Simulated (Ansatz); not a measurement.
Ansatz input file:

```yaml
crystal:
  lattice:
    - [6.3987489437, 0.0, 0.0]
    - [-3.1993744718, 5.5414791377, 0.0]
    - [0.0, 0.0, 22.5306957934]
  atoms:
    - { symbol: Li, position: [0.5, 0.5, 0.3550711471] }
    - { symbol: Li, position: [0.5, 0.0, 0.3550711471] }
    - { symbol: Li, position: [0.0, 0.5, 0.3550711471] }
    - { symbol: Li, position: [0.0, 0.0, 0.3550711471] }
    - { symbol: O, position: [0.3333333333, 0.1666666667, 0.3840569177] }
    - { symbol: O, position: [0.3333333333, 0.6666666667, 0.3840569177] }
    - { symbol: O, position: [0.8333333333, 0.1666666667, 0.3840569177] }
    - { symbol: O, position: [0.8333333333, 0.6666666667, 0.3840569177] }
    - { symbol: Li, position: [0.6666666667, 0.3333333333, 0.4130426883] }
    - { symbol: Li, position: [0.6666666667, 0.8333333333, 0.4130426883] }
    - { symbol: Li, position: [0.1666666667, 0.3333333333, 0.4130426883] }
    - { symbol: Li, position: [0.1666666667, 0.8333333333, 0.4130426883] }
    - { symbol: Li, position: [0.8333333333, 0.6666666667, 0.4710142294] }
    - { symbol: Li, position: [0.8333333333, 0.1666666667, 0.4710142294] }
    - { symbol: Li, position: [0.3333333333, 0.6666666667, 0.4710142294] }
    - { symbol: Li, position: [0.3333333333, 0.1666666667, 0.4710142294] }
    - { symbol: O, position: [0.6666666667, 0.3333333333, 0.5] }
    - { symbol: O, position: [0.6666666667, 0.8333333333, 0.5] }
    - { symbol: O, position: [0.1666666667, 0.3333333333, 0.5] }
    - { symbol: O, position: [0.1666666667, 0.8333333333, 0.5] }
    - { symbol: Li, position: [0.0, 0.5, 0.5289857706] }
    - { symbol: Li, position: [0.0, 0.0, 0.5289857706] }
    - { symbol: Li, position: [0.5, 0.5, 0.5289857706] }
    - { symbol: Li, position: [0.5, 0.0, 0.5289857706] }
    - { symbol: Li, position: [0.1666666667, 0.8333333333, 0.5869573117] }
    - { symbol: Li, position: [0.1666666667, 0.3333333333, 0.5869573117] }
    - { symbol: Li, position: [0.6666666667, 0.8333333333, 0.5869573117] }
    - { symbol: Li, position: [0.6666666667, 0.3333333333, 0.5869573117] }
    - { symbol: O, position: [0.0, 0.5, 0.6159430823] }
    - { symbol: O, position: [0.0, 0.0, 0.6159430823] }
    - { symbol: O, position: [0.5, 0.5, 0.6159430823] }
    - { symbol: O, position: [0.5, 0.0, 0.6159430823] }
    - { symbol: Li, position: [0.3333333333, 0.6666666667, 0.6449288529] }
    - { symbol: Li, position: [0.3333333333, 0.1666666667, 0.6449288529] }
    - { symbol: Li, position: [0.8333333333, 0.6666666667, 0.6449288529] }
    - { symbol: Li, position: [0.8333333333, 0.1666666667, 0.6449288529] }
basis:
  ecutwfc: 420
kpoints:
  mp_grid: { grid: [3, 3, 1] }
hamiltonian:
  xc: pbe
  dispersion: d3bj
scf:
  occupations: { method: gaussian, width: 0.05 }
output:
  forces: true
  eigenvalues: true
  write_density: true
  write_potential: true
  elf: true
  volumetric_format: npy
relax:
  adjacent_minimum: "off"
  f_tol: 0.03
  max_steps: 70
  constraints: [{ sites: [0, 1, 2, 3, 4, 5, 6, 7, 8, 9, 10, 11, 12, 13, 14, 15] }]
efield:
  axis: 3
  dipole_correction: true
  ramp_width: 0.04
```

Launched with
```bash
ansatz run input.yaml --threads 4 --pin off --max-ram 10240MiB --backend cpu --events-out ev --progress --plain --runs-dir out
```

These are results of DFT PBE+D3(BJ), scalar-relativistic, plane waves, PAW in Ansatz 0.2.0, not measurements.

From the run's log, abridged (iterations and final results):

```
SCF iter   1: F=—  HF=-11763.291011 eV  |F-HF|=—  |Δ(HF+E_count)|=         —  Δρ=1.71e-3  dr2=5.30e-2  ethr=1.77e-3  p=0.000 e·Å  D=2.82e-14 V/Å  ΔV_dip= 0.00 eV  dr2_dipole=9.05e-9  V_vac-E_F(+/−)=2.69/2.69 eV  ⟨swp⟩=7.0  Hψ=1508  notcnv=0  defer=24
efield: sawtooth ramp at fractional position 0.9800 (placed from the atoms, in the widest stretch of the axis that holds none; the zero of the levels goes with the place), width 0.0400; the density the first Hamiltonian is built on has a dipole p = 0.000 e·Å; the dipole correction subtracts the counter field D = 2.82e-14 V/Å, which shifts the + side's vacuum level by  0.00 eV against the − side's; the planar-averaged density in the ramp window peaks in size at 2.2e-5 e/Å³
SCF iter   2: F=—  HF=-11763.285754 eV  |F-HF|=—  |Δ(HF+E_count)|=   5.26e-3  Δρ=1.34e-3  dr2=1.46e-2  ethr=3.68e-5  p= 0.000 e·Å  D=-1.55e-5 V/Å  ΔV_dip=0.00 eV  dr2_dipole=6.12e-9  V_vac-E_F(+/−)=2.53/2.53 eV  ⟨swp⟩=2.0  Hψ=498  notcnv=0  defer=92
SCF iter   3: F=—  HF=-11763.285504 eV  |F-HF|=—  |Δ(HF+E_count)|=   2.50e-4  Δρ=3.35e-4  dr2=3.86e-3  ethr=1.01e-5  p= 0.000 e·Å  D=-4.17e-6 V/Å  ΔV_dip=0.00 eV  dr2_dipole=5.10e-10  V_vac-E_F(+/−)=2.46/2.46 eV  ⟨swp⟩=2.0  Hψ=382  notcnv=0  defer=92
SCF iter   4: F=—  HF=-11763.285617 eV  |F-HF|=—  |Δ(HF+E_count)|=   1.13e-4  Δρ=1.40e-4  dr2=4.68e-4  ethr=2.68e-6  p=0.000 e·Å  D=7.22e-6 V/Å  ΔV_dip= 0.00 eV  dr2_dipole=1.27e-9  V_vac-E_F(+/−)=2.37/2.37 eV  ⟨swp⟩=2.0  Hψ=340  notcnv=0  defer=92
SCF iter   5: F=—  HF=-11763.285579 eV  |F-HF|=—  |Δ(HF+E_count)|=   3.77e-5  Δρ=6.84e-5  dr2=4.03e-5  ethr=3.25e-7  p=0.000 e·Å  D=1.91e-6 V/Å  ΔV_dip= 0.00 eV  dr2_dipole=1.03e-10  V_vac-E_F(+/−)=2.34/2.34 eV  ⟨swp⟩=2.0  Hψ=428  notcnv=0  defer=92
SCF iter   6: F=-11763.285582 eV  HF=-11763.285580 eV  |F-HF|=2.23e-6  |Δ(HF+E_count)|=   9.94e-7  Δρ=1.63e-5  dr2=1.61e-6  ethr=1.56e-8  p= 0.000 e·Å  D=-1.15e-6 V/Å  ΔV_dip=0.00 eV  dr2_dipole=2.43e-11  V_vac-E_F(+/−)=2.33/2.33 eV  ⟨swp⟩=25.0  Hψ=3292  notcnv=0
SCF 1 converged in 6 iterations: F = -11763.285582 eV  dr2 = 1.61e-6
relax step   1: F+E_penalty+E_count = -11763.28558249 eV  Δ(F+E_penalty+E_count) = +0.000e0 eV  max|allowed force component| = 3.328e-1 eV/Å  Δτ_max = 0.0000 Å  (6 SCF iters, dr2 threshold 2.25e-5 eV, accepted)
Initial density: handed on by an earlier stage of this run
Initial wavefunctions: those handed on with the density
SCF iter   1: F=—  HF=-11763.310213 eV  |F-HF|=—  |Δ(HF+E_count)|=         —  Δρ=8.62e-4  dr2=2.06e-2  ethr=1.43e-5  p= 0.000 e·Å  D=-1.00e-6 V/Å  ΔV_dip=0.00 eV  dr2_dipole=2.21e-3  V_vac-E_F(+/−)=2.33/2.33 eV  ⟨swp⟩=1.3  Hψ=785  notcnv=0  defer=92
efield: sawtooth ramp at fractional position 0.9800 (handed on by an earlier solve), width 0.0400; the density the first Hamiltonian is built on has a dipole p =  0.000 e·Å; the dipole correction subtracts the counter field D = -1.00e-6 V/Å, which shifts the + side's vacuum level by +0.00 eV against the − side's; the planar-averaged density in the ramp window peaks in size at 1.7e-6 e/Å³
SCF iter   2: F=—  HF=-11763.303534 eV  |F-HF|=—  |Δ(HF+E_count)|=   6.68e-3  Δρ=2.77e-4  dr2=1.20e-3  ethr=1.43e-5  p=-0.033 e·Å  D=-7.54e-3 V/Å  ΔV_dip=0.17 eV  dr2_dipole=5.38e-5  V_vac-E_F(+/−)=2.47/2.30 eV  ⟨swp⟩=2.0  Hψ=341  notcnv=0  defer=92
SCF iter   3: F=—  HF=-11763.303158 eV  |F-HF|=—  |Δ(HF+E_count)|=   3.76e-4  Δρ=1.31e-4  dr2=1.08e-4  ethr=8.31e-7  p=-0.039 e·Å  D=-8.78e-3 V/Å  ΔV_dip=0.20 eV  dr2_dipole=1.39e-6  V_vac-E_F(+/−)=2.49/2.29 eV  ⟨swp⟩=2.0  Hψ=402  notcnv=0  defer=92
SCF iter   4: F=—  HF=-11763.303137 eV  |F-HF|=—  |Δ(HF+E_count)|=   2.15e-5  Δρ=4.22e-5  dr2=1.48e-5  ethr=7.52e-8  p=-0.038 e·Å  D=-8.62e-3 V/Å  ΔV_dip=0.19 eV  dr2_dipole=1.07e-6  V_vac-E_F(+/−)=2.49/2.29 eV  ⟨swp⟩=2.0  Hψ=376  notcnv=0  defer=92
SCF iter   5: F=-11763.303137 eV  HF=-11763.303137 eV  |F-HF|=2.85e-7  |Δ(HF+E_count)|=   2.27e-7  Δρ=1.26e-5  dr2=1.12e-6  ethr=4.81e-9  p=-0.036 e·Å  D=-8.26e-3 V/Å  ΔV_dip=0.19 eV  dr2_dipole=1.67e-8  V_vac-E_F(+/−)=2.48/2.30 eV  ⟨swp⟩=21.3  Hψ=2899  notcnv=0
SCF iter   6: F=-11763.303137 eV  HF=-11763.303137 eV  |F-HF|=1.25e-7  |Δ(HF+E_count)|=   1.14e-7  Δρ=6.20e-6  dr2=2.66e-7  ethr=7.81e-10  p=-0.036 e·Å  D=-8.20e-3 V/Å  ΔV_dip=0.18 eV  dr2_dipole=1.14e-9  V_vac-E_F(+/−)=2.48/2.30 eV  ⟨swp⟩=11.3  Hψ=2077  notcnv=0
SCF 2 converged in 6 iterations: F = -11763.303137 eV  dr2 = 2.66e-7
relax step   2: F+E_penalty+E_count = -11763.30313679 eV  Δ(F+E_penalty+E_count) = -1.755e-2 eV  max|allowed force component| = 1.472e-1 eV/Å  Δτ_max = 0.0204 Å  (6 SCF iters, dr2 threshold 6.92e-6 eV, accepted)
SCF iter   1: F=—  HF=-11763.317198 eV  |F-HF|=—  |Δ(HF+E_count)|=         —  Δρ=1.00e-3  dr2=2.57e-2  ethr=2.19e-4  p=-0.036 e·Å  D=-8.20e-3 V/Å  ΔV_dip=0.18 eV  dr2_dipole=2.24e-3  V_vac-E_F(+/−)=2.48/2.29 eV  ⟨swp⟩=2.0  Hψ=514  notcnv=0  defer=92
efield: sawtooth ramp at fractional position 0.9800 (handed on by an earlier solve), width 0.0400; the density the first Hamiltonian is built on has a dipole p = -0.036 e·Å; the dipole correction subtracts the counter field D = -8.20e-3 V/Å, which shifts the + side's vacuum level by +0.18 eV against the − side's; the planar-averaged density in the ramp window peaks in size at 2.5e-6 e/Å³
SCF iter   2: F=—  HF=-11763.309161 eV  |F-HF|=—  |Δ(HF+E_count)|=   8.04e-3  Δρ=3.39e-4  dr2=1.72e-3  ethr=1.79e-5  p=-0.068 e·Å  D=-1.55e-2 V/Å  ΔV_dip=0.35 eV  dr2_dipole=2.99e-5  V_vac-E_F(+/−)=2.62/2.27 eV  ⟨swp⟩=2.0  Hψ=464  notcnv=0  defer=92
SCF iter   3: F=—  HF=-11763.308712 eV  |F-HF|=—  |Δ(HF+E_count)|=   4.49e-4  Δρ=1.63e-4  dr2=1.82e-4  ethr=1.20e-6  p=-0.071 e·Å  D=-1.60e-2 V/Å  ΔV_dip=0.36 eV  dr2_dipole=3.75e-6  V_vac-E_F(+/−)=2.62/2.26 eV  ⟨swp⟩=2.0  Hψ=352  notcnv=0  defer=92
SCF iter   4: F=—  HF=-11763.308573 eV  |F-HF|=—  |Δ(HF+E_count)|=   1.39e-4  Δρ=6.14e-5  dr2=3.65e-5  ethr=1.26e-7  p=-0.069 e·Å  D=-1.56e-2 V/Å  ΔV_dip=0.35 eV  dr2_dipole=2.02e-6  V_vac-E_F(+/−)=2.61/2.26 eV  ⟨swp⟩=2.0  Hψ=376  notcnv=0  defer=92
SCF iter   5: F=—  HF=-11763.308572 eV  |F-HF|=—  |Δ(HF+E_count)|=   1.39e-6  Δρ=2.02e-5  dr2=3.64e-6  ethr=2.53e-8  p=-0.067 e·Å  D=-1.52e-2 V/Å  ΔV_dip=0.34 eV  dr2_dipole=1.91e-7  V_vac-E_F(+/−)=2.60/2.26 eV  ⟨swp⟩=2.0  Hψ=342  notcnv=0  defer=92
SCF iter   6: F=-11763.308572 eV  HF=-11763.308572 eV  |F-HF|=1.65e-7  |Δ(HF+E_count)|=   2.24e-7  Δρ=8.06e-6  dr2=5.15e-7  ethr=9.40e-10  p=-0.066 e·Å  D=-1.50e-2 V/Å  ΔV_dip=0.34 eV  dr2_dipole=8.10e-9  V_vac-E_F(+/−)=2.60/2.26 eV  ⟨swp⟩=21.0  Hψ=2929  notcnv=0
SCF 3 converged in 6 iterations: F = -11763.308572 eV  dr2 = 5.15e-7
relax step   3: F+E_penalty+E_count = -11763.30857180 eV  Δ(F+E_penalty+E_count) = -5.435e-3 eV  max|allowed force component| = 2.493e-2 eV/Å  Δτ_max = 0.0224 Å  (6 SCF iters, dr2 threshold 1.35e-6 eV, accepted)
SCF iter   1: F=—  HF=-11763.308547 eV  |F-HF|=—  |Δ(HF+E_count)|=         —  Δρ=8.92e-6  dr2=5.11e-7  ethr=3.50e-10  p=-0.066 e·Å  D=-1.50e-2 V/Å  ΔV_dip=0.34 eV  dr2_dipole=1.70e-9  V_vac-E_F(+/−)=2.60/2.26 eV  ⟨swp⟩=1.0  Hψ=774  notcnv=0
efield: sawtooth ramp at fractional position 0.9800 (handed on by an earlier solve), width 0.0400; the density the first Hamiltonian is built on has a dipole p = -0.066 e·Å; the dipole correction subtracts the counter field D = -1.50e-2 V/Å, which shifts the + side's vacuum level by +0.34 eV against the − side's; the planar-averaged density in the ramp window peaks in size at 2.7e-6 e/Å³
SCF iter   2: F=—  HF=-11763.308572 eV  |F-HF|=—  |Δ(HF+E_count)|=   2.51e-5  Δρ=4.87e-6  dr2=1.51e-7  ethr=3.50e-10  p=-0.066 e·Å  D=-1.50e-2 V/Å  ΔV_dip=0.34 eV  dr2_dipole=3.65e-9  V_vac-E_F(+/−)=2.60/2.26 eV  ⟨swp⟩=2.3  Hψ=441  notcnv=0
SCF iter   3: F=-11763.308572 eV  HF=-11763.308572 eV  |F-HF|=3.97e-8  |Δ(HF+E_count)|=   2.25e-8  Δρ=2.00e-6  dr2=3.31e-8  ethr=6.94e-11  p=-0.066 e·Å  D=-1.50e-2 V/Å  ΔV_dip=0.34 eV  dr2_dipole=1.77e-9  V_vac-E_F(+/−)=2.60/2.26 eV  ⟨swp⟩=11.7  Hψ=1882  notcnv=0
SCF 4 converged in 3 iterations: F = -11763.308572 eV  dr2 = 3.31e-8
relax step   4: F+E_penalty+E_count = -11763.30857205 eV  Δ(F+E_penalty+E_count) = -2.513e-7 eV  max|allowed force component| = 2.497e-2 eV/Å  Δτ_max = 0.0000 Å  (3 SCF iters, accepted)
WARN: The output density's exchange-correlation potential varies sharply where the density is thin. Do not read a vacuum level from v_tot or v_xc, or from such a field of the output density. On a cell that repeats whose density bears no net charge and no dipole along the vacuum's axis use v_es (v_loc + v_h of the components); under efield.dipole_correction with no amplitude use v_es + v_field, which holds any external_charges[].barrier, or the levels of the report's work_function block, which leave it out; under a non-zero efield.amplitude the vacuum is tilted and has no level; on a cell that repeats and bears such a dipole with no correction it is tilted too, and efield.dipole_correction wi ...
SCF converged after 3 iterations
Free energy (F): -11763.308572 eV
Harris-Foulkes:  -11763.308572 eV  (|F-HF|=3.97e-8)
Internal energy: -11763.308572 eV  (E = F + TS)
E sigma→0 (E₀):  -11763.308572 eV
Fermi energy:    0.067879 eV
Dipole field:    D = -0.014980 V/Å  (p = -0.066136 e·Å, saw-weighted, corrected)
Work function:   Φ+ = 2.5997 eV   Φ− = 2.2622 eV
Levels:          The Fermi level and band energies are counted from a zero that moves with the ramp; work functions are not
--- Per-component energies (eV) ---
  E_band       = -2692.454498
  E_kinetic    = 2674.464697
  E_local      = -93119.704882  (includes V_loc(G=0)·N_el)
  E_nonlocal   = -216.121932
  E_hartree    = 45099.780320
  E_xc         = -1170.093551
  E_vxc        = -1497.291479  (∫ρ·V_xc dr)
  E_paw        = -2403.103048  (= ΣΔE_a)
  E_vpaw       = -733.399015  (= ΣTr[D̂ρ^β])
  E_aug_tail   = 0.030330  (compensation charges beyond the density's cutoff)
  E_efield     = 0.000495  (sawtooth field / dipole correction)
  E_vefield    = 0.026713  (∫n·V_field dr)
  E_ewald      = 37378.817645
  E_disp       = -7.378648  (pairwise vdW)
  E_smearing   =  0.000000  (= −TS)
--- Forces (eV/Å), atoms counted from 1 ---
  atom   1  Li     0.00000000     0.00000000     0.14144442
  atom   2  Li     0.00000000     0.00000000     0.14144442
  atom   3  Li     0.00000000     0.00000000     0.14144442
  atom   4  Li     0.00000000     0.00000000     0.14144442
  atom   5  O      0.00000000     0.00000000    -0.33162355
  atom   6  O      0.00000000     0.00000000    -0.33162355
  atom   7  O      0.00000000     0.00000000    -0.33162355
  atom   8  O      0.00000000     0.00000000    -0.33162355
  atom   9  Li     0.00000000     0.00000000     0.08251728
  atom  10  Li     0.00000000     0.00000000     0.08251728
  atom  11  Li     0.00000000     0.00000000     0.08251728
  atom  12  Li     0.00000000     0.00000000     0.08251728
  atom  13  Li     0.00000000     0.00000000     0.10387523
  atom  14  Li     0.00000000     0.00000000     0.10387523
  atom  15  Li     0.00000000     0.00000000     0.10387523
  atom  16  Li     0.00000000     0.00000000     0.10387523
  atom  17  O      0.00000000     0.00000000    -0.00576218
  atom  18  O      0.00000000     0.00000000    -0.00576218
  atom  19  O      0.00000000     0.00000000    -0.00576218
  atom  20  O      0.00000000     0.00000000    -0.00576218
  atom  21  Li     0.00000000     0.00000000    -0.02497204
  atom  22  Li     0.00000000     0.00000000    -0.02497204
  atom  23  Li     0.00000000     0.00000000    -0.02497204
  atom  24  Li     0.00000000     0.00000000    -0.02497204
  atom  25  Li     0.00000000     0.00000000     0.02392002
  atom  26  Li     0.00000000     0.00000000     0.02392002
  atom  27  Li     0.00000000     0.00000000     0.02392002
  atom  28  Li     0.00000000     0.00000000     0.02392002
  atom  29  O      0.00000000     0.00000000     0.00547854
  atom  30  O      0.00000000     0.00000000     0.00547854
  atom  31  O      0.00000000     0.00000000     0.00547854
  atom  32  O      0.00000000     0.00000000     0.00547854
  atom  33  Li     0.00000000     0.00000000     0.00503755
  atom  34  Li     0.00000000     0.00000000     0.00503755
  atom  35  Li     0.00000000     0.00000000     0.00503755
  atom  36  Li     0.00000000     0.00000000     0.00503755
--- Band table (eV) ---
  k-point 0: bands = ["-44.6926", "-44.6695", "-44.6695", "-44.6695", "-44.4269", "-44.3980", "-44.3980", "-44.3980", "-44.1019", "-43.9863", "-43.9863", "-43.9863", "-43.9779", "-43.9487", "-43.9487", "-43.9487", "-43.8983", "-43.8983", "-43.8983", "-43.8521", "-43.8521", "-43.8521", "-43.8484", "-43.7749", "-16.7694", "-16.6200", "-16.5912", "-16.5912", "-16.5912", "-16.4983", "-16.4983", "-16.4983", "-16.4547", "-16.3236", "-16.3236", "-16.3236", "-3.9979", "-3.9979", "-3.9979", "-3.7698", "-3.4760", "-3.4760", "-3.4760", "-3.0198", "-3.0198", "-3.0198", "-2.7797", "-2.6216", "-2.6216", "-2.6216", "-2.5883", "-2.5883", "-2.5883", "-2.1797", "-2.1797", "-2.1797", "-2.0805", "-2.0805", "-2. ...
  k-point 1: bands = ["-44.6868", "-44.6752", "-44.6695", "-44.6695", "-44.4196", "-44.4051", "-44.3980", "-44.3980", "-44.0813", "-44.0289", "-43.9884", "-43.9884", "-43.9714", "-43.9561", "-43.9461", "-43.9461", "-43.8980", "-43.8980", "-43.8768", "-43.8557", "-43.8528", "-43.8528", "-43.8281", "-43.7902", "-16.7283", "-16.6396", "-16.5920", "-16.5920", "-16.5899", "-16.5287", "-16.4959", "-16.4959", "-16.4237", "-16.3583", "-16.3222", "-16.3222", "-3.7641", "-3.7641", "-3.6074", "-3.6025", "-3.3582", "-3.3582", "-3.1622", "-2.9992", "-2.9992", "-2.8103", "-2.7773", "-2.7773", "-2.7444", "-2.6397", "-2.6096", "-2.6096", "-2.4165", "-2.4165", "-2.3864", "-2.1792", "-2.1675", "-2.1494", "-2. ...
  k-point 2: bands = ["-44.6781", "-44.6781", "-44.6781", "-44.6667", "-44.4088", "-44.4088", "-44.4088", "-44.3946", "-44.0444", "-44.0444", "-44.0444", "-43.9601", "-43.9601", "-43.9601", "-43.9406", "-43.9381", "-43.9367", "-43.8701", "-43.8701", "-43.8701", "-43.8674", "-43.8176", "-43.8176", "-43.8176", "-16.6628", "-16.6628", "-16.6628", "-16.5679", "-16.5436", "-16.5436", "-16.5436", "-16.4776", "-16.3747", "-16.3747", "-16.3747", "-16.3025", "-3.6472", "-3.5519", "-3.3770", "-3.3770", "-3.3770", "-3.1129", "-3.0208", "-3.0208", "-3.0208", "-2.9583", "-2.7331", "-2.7331", "-2.7331", "-2.6297", "-2.5592", "-2.5592", "-2.5592", "-2.5408", "-2.3766", "-2.2504", "-2.2504", "-2.2504", "-2. ...
--- Relaxed structure (4 steps of the walk, 4 accepted, 0 SCFs on fresh bases) ---
  F+E_penalty+E_count = -11763.30857205 eV   max|allowed force component| = 2.497e-2 eV/Å
  atoms:
    - { symbol: Li, position: [0.5, 0.5, 0.35507114] }
    - { symbol: Li, position: [0.49999999, 0.0, 0.35507114] }
    - { symbol: Li, position: [0.0, 0.49999999, 0.35507114] }
    - { symbol: Li, position: [0.0, 0.0, 0.35507114] }
    - { symbol: O, position: [0.33333333, 0.16666666, 0.38405691] }
    - { symbol: O, position: [0.33333333, 0.66666666, 0.38405691] }
    - { symbol: O, position: [0.83333333, 0.16666666, 0.38405691] }
    - { symbol: O, position: [0.83333333, 0.66666666, 0.38405691] }
    - { symbol: Li, position: [0.66666666, 0.33333333, 0.41304268] }
    - { symbol: Li, position: [0.66666666, 0.83333333, 0.41304268] }
    - { symbol: Li, position: [0.16666666, 0.33333333, 0.41304268] }
    - { symbol: Li, position: [0.16666666, 0.83333333, 0.41304268] }
    - { symbol: Li, position: [0.83333333, 0.66666666, 0.47101422] }
    - { symbol: Li, position: [0.83333333, 0.16666666, 0.47101422] }
    - { symbol: Li, position: [0.33333333, 0.66666666, 0.47101422] }
    - { symbol: Li, position: [0.33333333, 0.16666666, 0.47101422] }
    - { symbol: O, position: [0.66666666, 0.33333333, 0.50037359] }
    - { symbol: O, position: [0.66666666, 0.83333333, 0.50037359] }
    - { symbol: O, position: [0.16666666, 0.33333333, 0.50037359] }
    - { symbol: O, position: [0.16666666, 0.83333333, 0.50037359] }
    - { symbol: Li, position: [0.0, 0.49999999, 0.52965338] }
    - { symbol: Li, position: [0.0, 0.0, 0.52965338] }
    - { symbol: Li, position: [0.5, 0.5, 0.52965338] }
    - { symbol: Li, position: [0.49999999, 0.0, 0.52965338] }
    - { symbol: Li, position: [0.16666666, 0.83333333, 0.58771450] }
    - { symbol: Li, position: [0.16666666, 0.33333333, 0.58771450] }
    - { symbol: Li, position: [0.66666666, 0.83333333, 0.58771450] }
    - { symbol: Li, position: [0.66666666, 0.33333333, 0.58771450] }
    - { symbol: O, position: [0.0, 0.49999999, 0.61784592] }
    - { symbol: O, position: [0.0, 0.0, 0.61784592] }
    - { symbol: O, position: [0.5, 0.5, 0.61784592] }
    - { symbol: O, position: [0.49999999, 0.0, 0.61784592] }
    - { symbol: Li, position: [0.33333333, 0.66666666, 0.64530217] }
    - { symbol: Li, position: [0.33333333, 0.16666666, 0.64530217] }
    - { symbol: Li, position: [0.83333333, 0.66666666, 0.64530217] }
    - { symbol: Li, position: [0.83333333, 0.16666666, 0.64530217] }
```

The relaxation met its thresholds.

The run took 32 s on 4 threads of Arm Neoverse V1, on a shared host, peak memory 1.4 GiB.